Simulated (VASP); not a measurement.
Here is a VASP 6.6.1 calculation.

Contents of INCAR:

```
PREC = Accurate
ENCUT = 520
EDIFF = 1E-7
ISMEAR = -1
SIGMA = 0.05
LREAL = False
LASPH = True
NELM = 120
ALGO = Normal
ISIF = 2
LWAVE = False
LCHARG = False
ISPIN = 2
MAGMOM = 1 0
LORBIT = 11
LMAXMIX = 4
GGA = PS
NBANDS = 18
```

File KPOINTS:

```
Automatic mesh
0
Gamma
  9 9 9
```

POSCAR

```
AlNi
1.0
    2.8810000000      0.0000000000      0.0000000000
    0.0000000000      2.8810000000      0.0000000000
    0.0000000000      0.0000000000      2.8810000000
Ni Al
1 1
Direct
    0.5000000000      0.5000000000      0.5000000000
    0.0000000000      0.0000000000      0.0000000000
```

Potentials or basis: VASP PAW PBE potentials, release 64 (Ni, Al).

Run with:

```sh
$ cat potpaw_PBE.64/Ni/POTCAR potpaw_PBE.64/Al/POTCAR > POTCAR
$ mpirun -np 1 vasp_std > vasp.out
```

**Question.** Estimate the net moment.

**Answer.** 0.00 μB per cell.

**Question.** Predict the pressure.

**Answer.** -3.2 GPa.

**Question.** Estimate the band gap on the k mesh.

**Answer.** None (metal or under the smearing width).

Caveat: the PAW data sets were made with another functional, which shifts forces and pressure a little.
